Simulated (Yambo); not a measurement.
MoP, 2 atoms in the cell. The structure is hexagonal, space group P-6m2 (No. 187). Conventional cell: a = 3.223 Å, b = 3.223 Å, c = 3.191 Å, α = 90.00°, β = 90.00°, γ = 120.00°. Mo (site symmetry -6m2) has 6 P at 2.45 Å as nearest neighbours. P (site symmetry -6m2) is surrounded by 6 Mo at 2.45 Å. 

| Item | Value |
| --- | --- |
| Program | Yambo 5.3.0 |
| Task | G0W0 quasiparticle levels |
| Functional | LDA |
| Potentials or basis | PseudoDojo 0.4.1 SR LDA stringent |
| Cutoff | 1088 eV |
| Density cutoff | 4354 eV |
| k mesh | 6 × 6 × 6 |
| Occupations | fermi-dirac, width 0.05 eV |
| Spin | no spin polarisation |
| Form of the LDA | PW92 |
| Random integration of the Coulomb term | yes |
| Direction of the field or of q to 0 | x + y + z |
| Broadening | 0.1 eV |
| States corrected | Γ and the k points of the band edges |
| Frequency dependence of W | plasmon pole |
| Terminator of the band sum in the self-energy | none |
| Quasiparticle equation | linearised (Newton) |
| Imaginary frequency of the plasmon-pole fit | 27.2114 eV |
| Bands in the response | 40 |
| Bands in the self-energy | 40 |
| Cutoff of the response matrix | 4 Ry |
| Cutoff of exchange and Vxc | 80 Ry |
| Bands corrected (first, last) | [9, 13] |

Potentials or basis: PseudoDojo 0.4.1 SR LDA stringent.

The run is started by

```bash
$ OMP_NUM_THREADS=1 pw.x -in scf.in > scf.out
$ OMP_NUM_THREADS=1 pw.x -in nscf.in > nscf.out
$ cd tmp/pwscf.save; p2y; mv SAVE ../..; cd ../..
$ OMP_NUM_THREADS=1 yambo
$ OMP_NUM_THREADS=1 yambo -F g0w00.in -J g0w00 -C g0w00_out
```

Hardware: 1 thread of Intel(R) Xeon(R) 6975P-C (Granite Rapids) (shared host).

**Question.** Estimate the wall time of this run.

**Answer.** It took 2 min on 1 thread of Intel(R) Xeon(R) 6975P-C (Granite Rapids) (shared host).
